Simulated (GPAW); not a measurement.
# Sn (Fd-3m) in GPAW: convergence with convergence criteria

Aim: find how far convergence criteria must go before the results for Sn settle, at PBE. This setting moves, with any that are tied to it; all else stays.

Everything below comes from runs of GPAW 26.7.0. Logs are shortened: lines on timing, memory, paths and dates and some standing lists are left out, and cuts for length are marked. The log counts tension as positive stress, the text compression.

**1. The structure**

It takes space group Fd-3m (No. 227, cubic). The conventional cell has a = 6.467 Å, b = 6.467 Å, c = 6.467 Å, α = 90.00°, β = 90.00°, γ = 90.00°. Sn (site symmetry -43m) is surrounded by 4 Sn at 2.80 Å.

This isn't the form of Sn at room conditions, which is tetragonal (white tin).

**2. With convergence criteria density=0.001 energy=0.01 eigenstates=0.0001**

Contents of run.py:

```python
from ase import Atoms
from ase.dft.bandgap import bandgap
from ase.io import write
from ase.units import GPa
from gpaw import GPAW, PW

atoms = Atoms(['Sn', 'Sn'],
              cell=[[0.0, 3.2333428, 3.2333428],
                    [3.2333428, 0.0, 3.2333428],
                    [3.2333428, 3.2333428, 0.0]],
              scaled_positions=[[0.75, 0.75, 0.75],
                                [0.5, 0.5, 0.5]],
              pbc=True)

calc = GPAW(mode=PW(600),
            xc='PBE',
            kpts={'size': (7, 7, 7), 'gamma': True},
            occupations={'name': 'fermi-dirac', 'width': 0.05},
            nbands=24,
            convergence={'density': 0.001, 'energy': 0.01, 'eigenstates': 0.0001},
            maxiter=100,
            txt='gpaw.txt')
atoms.calc = calc
energy = atoms.get_potential_energy()
forces = atoms.get_forces()
stress = atoms.get_stress()
calc.write('gs.gpw')
write('result.traj', atoms)
print(f'Energy: {energy:.6f} eV')
print('Forces (eV/A):')
print(forces.round(4))
print('Stress (GPa):', (stress / GPa).round(3))
print('Fermi level:', round(calc.get_fermi_level(), 4), 'eV')
print(f'Gap: {bandgap(calc)[0]:.4f} eV, direct: {bandgap(calc, direct=True)[0]:.4f} eV')
```

Potentials or basis: GPAW PAW data sets (gpaw-data 1.2.1), pw.

On the command line:

```bash
> OMP_NUM_THREADS=1 python run.py
```

gpaw.txt:

```text
__  _  _
 | _ |_)|_||  |
 |__||  | ||/\| - 26.7.0

Input parameters:
  mode=PW(ecut=600.0),
  convergence={'density': 0.001, 'energy': 0.01, 'eigenstates': 0.0001},
  kpts=MonkhorstPack(size=(7, 7, 7), gamma=True),
  maxiter=100,
  nbands=24,
  occupations=Occupations(name='fermi-dirac', width=0.05),
  xc=XC(name='PBE')

Diagonalizing LCAO Hamiltonian
Converting LCAO to pw mode

            Sn

       Sn

Atoms  # Å, Bohr magnetons
|   | symbol |        x |        y |        z |    initial magnetic moments |
|---|--------|----------|----------|----------|-----------------------------|
| 0 |     Sn | 4.850014 | 4.850014 | 4.850014 | ( 0.0000,  0.0000,  0.0000) |
| 1 |     Sn | 3.233343 | 3.233343 | 3.233343 | ( 0.0000,  0.0000,  0.0000) |

Unit cell  # Å
| periodic |        x |        y |        z |  lengths |    angles |
|----------|----------|----------|----------|----------|-----------|
|      yes | 0.000000 | 3.233343 | 3.233343 | 4.572637 | 60.000000 |
|      yes | 3.233343 | 0.000000 | 3.233343 | 4.572637 | 60.000000 |
|      yes | 3.233343 | 3.233343 | 0.000000 | 4.572637 | 60.000000 |

Number of symmetries: 24
Symmetry operations  # r_c * U_cc + t_c -> r_c
|    | kind |            matrix            |
|----|------|------------------------------|
|  0 |  E   |  1, 0, 0,  0, 1, 0,  0, 0, 1 |
|  1 |  σ   |  1, 0, 0,  0, 0, 1,  0, 1, 0 |
|  2 |  σ   |  1, 0,-1,  0, 1,-1,  0, 0,-1 |
|  3 |  C3  |  1, 0,-1,  0, 0,-1,  0, 1,-1 |
|  4 |  C3  |  1,-1, 0,  0,-1, 1,  0,-1, 0 |
|  5 |  σ   |  1,-1, 0,  0,-1, 0,  0,-1, 1 |
|  6 |  σ   |  0, 1, 0,  1, 0, 0,  0, 0, 1 |
|  7 |  C3  |  0, 1, 0,  0, 0, 1,  1, 0, 0 |
|  8 |  C2  |  0, 1,-1,  1, 0,-1,  0, 0,-1 |
|  9 |  S4  |  0, 1,-1,  0, 0,-1,  1, 0,-1 |
| 10 |  C3  |  0, 0, 1,  1, 0, 0,  0, 1, 0 |
| 11 |  σ   |  0, 0, 1,  0, 1, 0,  1, 0, 0 |
| 12 |  S4  |  0, 0,-1,  1, 0,-1,  0, 1,-1 |
| 13 |  C3  |  0, 0,-1,  0, 1,-1,  1, 0,-1 |
| 14 |  S4  |  0,-1, 1,  1,-1, 0,  0,-1, 0 |
| 15 |  C2  |  0,-1, 1,  0,-1, 0,  1,-1, 0 |
| 16 |  C3  |  0,-1, 0,  1,-1, 0,  0,-1, 1 |
| 17 |  S4  |  0,-1, 0,  0,-1, 1,  1,-1, 0 |
| 18 |  S4  | -1, 1, 0, -1, 0, 1, -1, 0, 0 |
| 19 |  C3  | -1, 1, 0, -1, 0, 0, -1, 0, 1 |
| 20 |  C3  | -1, 0, 1, -1, 1, 0, -1, 0, 0 |
| 21 |  S4  | -1, 0, 1, -1, 0, 0, -1, 1, 0 |
| 22 |  σ   | -1, 0, 0, -1, 1, 0, -1, 0, 1 |
| 23 |  C2  | -1, 0, 0, -1, 0, 1, -1, 1, 0 |

BZ-sampling:
  Number of BZ points: 343
  Number of IBZ points: 20

  Monkhorst-Pack size: [7, 7, 7]
  Monkhorst-Pack shift: [0, 0, 0]

K-points  # in reciprocal-cell coordinates
|     |                                coordinates |     weight |
|-----|--------------------------------------------|------------|
|   0 | (  0.00000000,   0.00000000,   0.00000000) | 0.00291545 |
|   1 | (  0.14285714,   0.14285714,   0.00000000) | 0.01749271 |
|   2 | (  0.14285714,   0.14285714,   0.14285714) | 0.02332362 |
|   3 | (  0.28571429,   0.14285714,   0.14285714) | 0.03498542 |
|   4 | (  0.28571429,   0.28571429,   0.00000000) | 0.01749271 |
|   5 | (  0.28571429,   0.28571429,   0.14285714) | 0.06997085 |
|   6 | (  0.28571429,   0.28571429,   0.28571429) | 0.02332362 |
|   7 | (  0.42857143,  -0.28571429,  -0.28571429) | 0.03498542 |
|   8 | (  0.42857143,   0.28571429,  -0.42857143) | 0.13994169 |
|   9 | (  0.42857143,   0.28571429,  -0.28571429) | 0.06997085 |
| ... |                                            |            |
|  19 | (  0.42857143,   0.42857143,   0.42857143) | 0.02332362 |

Plane wave coefficients: 2281
Cutoff: 600.0 eV

Spin-components: 1 (collinear spins)
Bands:           24
Projectors:      12
Spin-degeneracy: 2
Datatype:        complex128

Parallelization:
  kpt:    1
  domain: 1
  band:   1

Density:
  Valence electrons: 28.0
  Components: 1
  Grid points: [27 27 27]
  Charge: 0.0  # |e|

Potential:
  Grid points: [27 27 27]

species:
  Sn:
    name:    Tin
    Z:       50.0
    valence: 14
    core:    36
    charge:  0.0  # [|e|]
    compensation charges:
      type: gauss
      rc: 0.38  # [Å]
      lmax: 2
    cutoffs:
      filter: 2.23  # [Å]
      core: 2.35  # [Å]
    projectors
    | kind |    occ | energy [eV] | rcut [Å] |
    |------|--------|-------------|----------|
    |   5s |  2.000 |     -10.538 |    1.201 |
    |   5p |  2.000 |      -3.696 |    1.270 |
    |   4d | 10.000 |     -25.845 |    1.185 |
    |    s |        |      16.674 |    1.201 |
    |    p |        |      23.515 |    1.270 |
    |    d |        |       1.367 |    1.185 |

    Using partial waves for Sn as LCAO basis

Reference energy: -336021.386614  # eV

eigensolver:
  PPCG
  Converge bands: occupied
  niter=2

density mixing:
  MSR1-Mixer
  Pratt-step length: 0.05
  Maximum mixing coefficient: 0.75
  Old densities: 10
  SVD Regularization: 0.005
  Good broyden scale: 1.0
  Trust region scale: 1.0
  Backstep threshold: 4.0
  History deletion threshold: 6.0
  Fourier metric: weight=20.0, sigma=0.015

occupation numbers:
  Fermi-Dirac:
    width: 0.0500  # eV

poisson solver:
  ecut: 4800.0  # eV

xc functional:
  name: PBE with 2 nearest neighbor stencil

convergence criteria:
- Maximum integral of absolute [dens]ity change: 0.001 electrons / valence electron
- Maximum [total energy] change in last 3 cyles: 0.01 eV / valence electron
- Maximum integral of absolute [eigenst]ate change: 0.0001 eV^2 / valence electron
maximum number of iterations: 100

SCF iterations
|iter     | |      energy | eigst |  dens |
|---------|-|-------------|-------|-------|
|iter:   1| |   -8.075485 | +0.01 |       |
|iter:   2| |   -8.078428 | -2.30 | -1.44 |
|iter:   3| |   -8.051284c| -2.50 | -1.47 |
|iter:   4| |   -8.055425c| -3.10 | -1.98 |
|iter:   5| |   -8.056331c| -4.09c| -2.64 |
|iter:   6| |   -8.056355c| -4.95c| -3.63c|

Converged in 6 steps
Energy contributions relative to reference atoms: (reference = -336021.386614)

Energy contributions:
  Kinetic:          12.047304
  Coulomb:         -11.010475
  Zero:              0.043582
  External:          0.000000
  Xc:               -9.135901
  Entropy:          -0.001731
  Spinorbit:         0.000000
  ----------------------------
  Free energy:      -8.057220
  Extrapolated:     -8.056355

dipole moment: (4.491043, 4.491043, 4.491043)  # |e|*Ang

Fermi level: 5.052
Eigenvalues  # (at kpt = [0.000, 0.000, 0.000])
| band index |      eig [eV] | occ [0-2] |
|------------|---------------|-----------|
|          0 |       -16.633 |     2.000 |
|        ... |               |           |
|          4 |       -16.574 |     2.000 |
|          5 |       -16.254 |     2.000 |
|          6 |       -16.254 |     2.000 |
|          7 |       -16.254 |     2.000 |
|          8 |       -16.246 |     2.000 |
|          9 |       -16.246 |     2.000 |
[... 8 lines left out ...]
|         18 |        10.111 |     0.000 |
|         19 |        13.035 |     0.000 |
|        ... |               |           |
|         23 |        13.418 |     0.000 |

No gap
No difference between direct/indirect transitions

Forces  # eV/Ang
|       x |       y |        z |
|---------|---------|----------|
| 0.00000 | 0.00000 | -0.00000 |  # Sn   0
| 0.00000 | 0.00000 |  0.00000 |  # Sn   1

Stress tensor  # eV/Ang^3
|         x |         y |         z |
|-----------|-----------|-----------|
| -0.021986 | -0.000000 |  0.000000 |
| -0.000000 | -0.021986 |  0.000000 |
|  0.000000 |  0.000000 | -0.021986 |

# Writing to gs.gpw (mode='')
```

Wall time 13 s (1 thread of Arm Neoverse V2, shared host); peak memory 0.17 GiB.

What came out:

| Property | Result |
| --- | --- |
| Free energy | -8.0572 eV |
| Pressure | 3.5 GPa |
| Band gap on the k mesh | none (metal or under the smearing width) |

**3. With convergence criteria default**

run.py, as its differences from that of step 2:

```diff
@@ -19,3 +19,2 @@
             nbands=24,
-            convergence={'density': 0.001, 'energy': 0.01, 'eigenstates': 0.0001},
             maxiter=100,
```

Potentials or basis: GPAW PAW data sets (gpaw-data 1.2.1), pw.

On the command line:

```bash
> OMP_NUM_THREADS=1 python run.py
```

It took 18 s on 1 thread of Arm Neoverse V2, shared host; peak memory 0.17 GiB.

Results (log left out):

```yaml
Free_energy: -8.0572 eV
Pressure: 3.5 GPa
Band_gap_on_the_k_mesh: none (metal or under the smearing width)
```

**4. With convergence criteria density=1e-05 energy=1e-05**

run.py, as its differences from that of step 3:

```diff
@@ -19,2 +19,3 @@
             nbands=24,
+            convergence={'density': 1e-05, 'energy': 1e-05},
             maxiter=100,
```

On the command line:

```bash
> OMP_NUM_THREADS=1 python run.py
```

Wall time 18 s (1 thread of Arm Neoverse V2, shared host); peak memory 0.17 GiB.

The run converged. Its results:

| Item | Value |
| --- | --- |
| Free energy | -8.0572 eV |
| Pressure | 3.5 GPa |
| Band gap on the k mesh | none (metal or under the smearing width) |

**5. With convergence criteria density=1e-05 forces=0.0001**

run.py, as its differences from that of step 4:

```diff
@@ -19,3 +19,3 @@
             nbands=24,
-            convergence={'density': 1e-05, 'energy': 1e-05},
+            convergence={'density': 1e-05, 'forces': 0.0001},
             maxiter=100,
```

On the command line:

```bash
> OMP_NUM_THREADS=1 python run.py
```

It took 19 s on 1 thread of Arm Neoverse V2, shared host; peak memory 0.17 GiB.

The run converged. Its results:

| Quantity | Value |
| --- | --- |
| Free energy | -8.0572 eV |
| Pressure | 3.5 GPa |
| Band gap on the k mesh | none (metal or under the smearing width) |

**6. With convergence criteria density=1e-06 energy=1e-06 eigenstates=1e-10**

run.py, as its differences from that of step 5:

```diff
@@ -19,3 +19,3 @@
             nbands=24,
-            convergence={'density': 1e-05, 'forces': 0.0001},
+            convergence={'density': 1e-06, 'energy': 1e-06, 'eigenstates': 1e-10},
             maxiter=100,
```

Potentials or basis: GPAW PAW data sets (gpaw-data 1.2.1), pw.

On the command line:

```bash
> OMP_NUM_THREADS=1 python run.py
```

It took 23 s on 1 thread of Arm Neoverse V2, shared host; peak memory 0.17 GiB.

It converged, with:

- Free energy: -8.0572 eV
- Pressure: 3.5 GPa
- Band gap on the k mesh: none (metal or under the smearing width)

**7. Summary**

```csv
convergence criteria,"energy less the tightest run, at zero smearing (meV/atom)",SCF cycles,CPU time (s),peak memory (GiB)
density=0.001 energy=0.01 eigenstates=0.0001,0.00,6,13,0.17
default,0.00,8,18,0.17
density=1e-05 energy=1e-05,0.00,9,18,0.17
density=1e-05 forces=0.0001,0.00,10,19,0.17
density=1e-06 energy=1e-06 eigenstates=1e-10,0.00,11,23,0.17
```

Against the tightest run, the energy stays within 1 meV/atom from density=0.001 energy=0.01 eigenstates=0.0001 on. The tightest run that finished is the yardstick and may itself not be fully converged.
